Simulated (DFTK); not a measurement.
BaTe under changes of volume

One of the cells (39.652 Å³/atom); the others are scaled copies at fixed shape and fractional positions:

```xyz
2
Lattice="0.0000 3.4100 3.4100 3.4100 0.0000 3.4100 3.4100 3.4100 0.0000" Properties=species:S:1:pos:R:3 pbc="T T T"
Ba    0.0000    0.0000    0.0000
Te    3.4100    3.4100    3.4100
```

- Program: DFTK 0.8.2
- Functional: PBE
- Potentials or basis: dojo.nc.sr.pbe.v0_4_1.standard.upf (PBE)
- Cutoff: 1088 eV
- k mesh: 7 × 7 × 7
- Occupations: fermi-dirac, width 0.05 eV
- Spin: no spin polarisation

```tsv
volume (Å³/atom)	energy over the lowest point (meV/atom)	pressure (GPa)	gap on the mesh (eV)
37.273	123.38	7.2	1.25
38.066	90.80	6.0	1.31
38.859	63.66	5.0	1.37
39.652	41.45	4.0	1.42
40.445	?	?	?
41.238	10.02	2.4	1.52
42.031	0.00	1.7	1.56
```

Problem. What does the run at 40.445 Å³/atom give?

Solution. Energy over the lowest point 23.72 meV/atom; pressure 3.2 GPa; gap on the mesh 1.47 eV.

Worked out: A Birch-Murnaghan fit of order 3 (a polynomial in V^(-2/3)) to the other rows has no minimum within the range. It gives 23.71 meV/atom at 40.445 Å³/atom, against the run's 23.72, and -dE/dV = 3.2 GPa, against 3.2. A straight line through the other rows of the gap, of slope 2.58 eV per unit of ln V, gives 1.47 eV, against the run's 1.47.

Energies are extrapolated to zero smearing.

Caveats: the minimum lies outside the volumes run; this release of the barium file is off; spin-orbit coupling is left out, which moves the levels of the heavy elements; an odd mesh through Γ misses points on the zone boundary, where band edges often lie.
